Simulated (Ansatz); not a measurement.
Start from Sb₂Te₃ in the Bi2Te3 type structure (space group R-3m, No. 166; a = 4.2871 Å, c = 30.9297 Å (hexagonal axes)). Axes: x lies along a and z along c of the hexagonal cell.

Structures relaxed with Kohn–Sham DFT with the r2SCAN+rVV10 functional, run in Ansatz (a first-principles code) with PAW and 500 eV plane waves, spin-orbit coupling left out, earlier PAW set.

Base:

Simulated powder pattern, Cu Kα1, λ = 1.54056 Å (kinematic, ideal powder, no thermal factors, no anomalous dispersion; the 10 strongest lines at most, above 2 %, up to 2θ = 90°):

```csv
2θ (°),I/Imax (%),hkl
28.01,100,(015)
37.83,34,(1 0 10)
42.12,36,(110)
45.23,7.3,(1 0 13)
51.34,18,(205)
57.89,9.7,(0 2 10)
62.44,9.7,(1 1 15)
68.51,15,(125)
70.13,7.4,(1 1 18)
74.14,9.3,(2 1 10)
```

After one change:

Simulated powder pattern, Cu Kα1, λ = 1.54056 Å (kinematic, ideal powder, no thermal factors, no anomalous dispersion; the 10 strongest lines at most, above 2 %, up to 2θ = 90°):

```csv
2θ (°),I/Imax (%)
29.28,100
39.57,40
44.09,33
45.93,7.6
53.80,18
60.72,11
65.55,15
72.01,15
78.03,11
81.09,5.5
```

Q: Which of these changes matches the shifts?
(A) isotropic strain −1.37 %
(B) isotropic strain −4.25 %
(C) isotropic strain −1.98 %
(D) biaxial strain −0.36 %, plane normal [001], relaxed out of plane

A: B, isotropic strain −4.25 %. Its volume per atom is 28.81 Å³ against 32.82 Å³, and its space group is R-3m (No. 166).

Stability against distortions was not tested. All final runs are without spin polarisation.
